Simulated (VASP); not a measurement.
Set up this calculation in VASP 6.6.1, as the native input.

```
Task                   : relaxation of cell and atoms
Functional             : PBE
Potentials or basis    : VASP PAW PBE potentials, release 64 (Ta_pv, C)
Cutoff                 : 520 eV
k mesh                 : 16 × 16 × 16
Occupations            : gaussian, width 0.1 eV
Spin                   : no spin polarisation
Further INCAR settings : ALGO = Fast; EDIFF = 1e-07; IBRION = 2; EDIFFG = -0.15; NSW = 80; ISIF = 3
```

The structure of TaC lies in POSCAR:

```
TaC
1.0
    0.0000000000      2.2230000000      2.2230000000
    2.2230000000      0.0000000000      2.2230000000
    2.2230000000      2.2230000000      0.0000000000
Ta C
1 1
Direct
    0.0000000000      0.0000000000      0.0000000000
    0.5000000000      0.5000000000      0.5000000000
```

These files were run (other wordings do the same):

INCAR

```
SYSTEM = TaC
ALGO     = Fast           ! electronic algorithm
EDIFF    = 1E-7           ! SCF threshold, eV
EDIFFG   = -0.15          ! ionic threshold
ENCUT    = 520            ! plane-wave cutoff, eV
GGA      = PE             ! functional
IBRION   = 2              ! ionic algorithm
ISIF     = 3              ! what is computed and relaxed
ISMEAR   = 0              ! smearing method
LASPH    = .True.         ! aspherical terms in the spheres
LCHARG   = .False.        ! write CHGCAR
LREAL    = .False.        ! projectors in reciprocal space
LWAVE    = .False.        ! write WAVECAR
NELM     = 100            ! most SCF steps
NSW      = 80             ! ionic steps
PREC     = Accurate       ! precision mode
SIGMA    = 0.1            ! smearing width, eV
```

KPOINTS

```
k-points
0
Gamma
  16 16 16
  0 0 0
```

Potentials or basis: VASP PAW PBE potentials, release 64 (Ta_pv, C).

Launch:

```sh
$ cat potpaw_PBE.64/Ta_pv/POTCAR potpaw_PBE.64/C/POTCAR > POTCAR
$ mpirun -np 1 vasp_std > vasp.out
```

Results of the run:

The relaxed volume is 11.23 Å³/atom, the relaxed cell is a = 3.167 Å, b = 3.167 Å, c = 3.167 Å, α = 60.00°, β = 60.00°, γ = 60.00° and the space group after relaxing (to 0.05 Å) is Fm-3m (No. 225). The energy gained by relaxing is 5.5 meV/atom, the ionic steps are 3 and the pressure after relaxing is -0.1 GPa. The band gap on the k mesh is none (metal or under the smearing width).

Run time: 40 s on 1 thread of Intel(R) Xeon(R) Platinum 8488C (Sapphire Rapids), on a shared host, peak memory 0.18 GiB.
